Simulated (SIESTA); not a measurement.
Crystal: PbS.

```
Pb S
1.0
     2.07995   -5.99130    0.00000
     2.07995    5.99130    0.00000
     0.00000    0.00000    4.27932
Pb S
2 2
Cartesian
  2.0800 4.4268 1.0698
  2.0800 -4.4268 3.2095
  2.0800 1.7399 1.0698
  2.0800 -1.7399 3.2095
```

Measurements of this composition are mostly on another form, of space group No. 225.

| Property | Result |
| --- | --- |
| Program | SIESTA 5.4.2 |
| Task | relaxation of cell and atoms |
| Functional | vdW-DF-C09 |
| Potentials or basis | PseudoDojo 0.4 standard (PBE files) |
| Basis | DZP (energy shift 0.002 Ry) |
| Grid cutoff | 500 Ry |
| Energy shift | 0.002 Ry |
| k mesh | 7 × 7 × 6 |
| Occupations | fermi-dirac, width 0.05 eV |
| Spin | no spin polarisation |

At the start: pressure -0.6 GPa; volume 26.66 Å³/atom.

Q: Where does the relaxation end?

A: Over 18 steps the energy falls by 16.8 meV/atom and the volume is 25.28 Å³/atom (-5.2 %); space group Cmcm (No. 63, to 0.05 Å).

The path:
```csv
step,energy change (eV),largest force (eV/Å),pressure (GPa),volume (Å³)
1,0.0000,0.3136,-0.60,106.65
2,-0.0057,0.2686,-0.67,106.54
3,-0.0281,0.0295,-1.04,105.49
4,-0.0316,0.0544,-1.00,104.98
5,-0.0385,0.1094,-0.74,103.77
6,-0.0461,0.1322,-0.16,102.13
7,-0.0526,0.0820,0.37,101.04
8,-0.0571,0.0464,0.72,100.52
9,-0.0585,0.0790,0.69,100.64
10,-0.0608,0.1040,0.53,100.90
11,-0.0634,0.0958,0.22,101.20
12,-0.0646,0.0587,0.00,101.32
13,-0.0650,0.0416,-0.07,101.34
14,-0.0652,0.0558,-0.08,101.31
15,-0.0657,0.0650,-0.08,101.25
16,-0.0663,0.0594,-0.07,101.18
17,-0.0669,0.0336,-0.03,101.12
18,-0.0671,0.0129,0.00,101.13
```

Final structure:
```
CELL_PARAMETERS angstrom
2.04177 -5.72565 0.00000
2.04177 5.72565 0.00000
0.00000 0.00000 4.32522
ATOMIC_POSITIONS crystal
Pb 0.12557 0.87443 0.25000
Pb 0.87443 0.12557 0.75000
S 0.36548 0.63452 0.25000
S 0.63452 0.36548 0.75000
```

Caveat: semicore shells carry a single zeta, which can move pressures by several GPa and volumes by a few percent; the potentials were made for another functional, which shifts forces and pressure; the basis of atomic orbitals isn't converged, which shifts pressures, moduli and gaps.
